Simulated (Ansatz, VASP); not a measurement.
**Si in VASP and in Ansatz**

INCAR

```
PREC = Accurate
ENCUT = 520
EDIFF = 1E-6
ISMEAR = -1
SIGMA = 0.05
LREAL = F
LASPH = T
NELM = 100
ALGO = Normal
ISIF = 2
LWAVE = F
LCHARG = F
GGA = PE
NBANDS = 11
```

KPOINTS

```
Automatic mesh
0
Gamma
  4 4 4
```

Contents of POSCAR:

```
Si
1.0
    0.0000000000      2.7354874751      2.7354874751
    2.7354874751      0.0000000000      2.7354874751
    2.7354874751      2.7354874751      0.0000000000
Si
2
Direct
    0.5000000000      0.5000000000      0.5000000000
    0.7500000000      0.7500000000      0.7500000000
```

Input for Ansatz:

```yaml
crystal:
  lattice:
    - [0.0, 2.7354874751, 2.7354874751]
    - [2.7354874751, 0.0, 2.7354874751]
    - [2.7354874751, 2.7354874751, 0.0]
  atoms:
    - { symbol: Si, position: [0.5, 0.5, 0.5] }
    - { symbol: Si, position: [0.75, 0.75, 0.75] }
hamiltonian:
  xc: pbe
  pseudopotentials:
    kind: paw
    azcp:
      Si: "pseudopotentials/Si.paw.azcp"
basis:
  ecutwfc: 420
  fft_grid_basis: typed
kpoints:
  mp_grid: { grid: [4, 4, 4], shift: [0, 0, 0] }
magnetization:
  spin_polarized: false
scf:
  occupations: { method: fermi_dirac, width: 0.05 }
  lower_state_search: "off"
output:
  stress: true
  write_density: true
  write_potential: true
  elf: true
  volumetric_format: npy
```

Alike in both runs: task single point; functional PBE; k mesh 4 × 4 × 4; occupations fermi-dirac, width 0.05 eV; no spin polarisation.

|  | VASP | Ansatz |
| --- | --- | --- |
| version | VASP 6.6.1 | Ansatz 0.2.0 |
| potentials or method | VASP PAW PBE potentials, release 64 (Si) | plane waves (420 eV) with PAW, scalar-relativistic |
| plane-wave cutoff (eV) | 520 | 420 |
| valence electrons in the cell | 8 | 8 |

```csv
,VASP,Ansatz,Ansatz less VASP
pressure (GPa),0.5,0.5,+0.08
```

With one functional, cell and mesh, what is left measures potentials, basis and numerics.

Caveats: the k mesh is coarse (spacing up to 0.50 Å⁻¹), so the values aren't converged. A k mesh can miss the band edges.
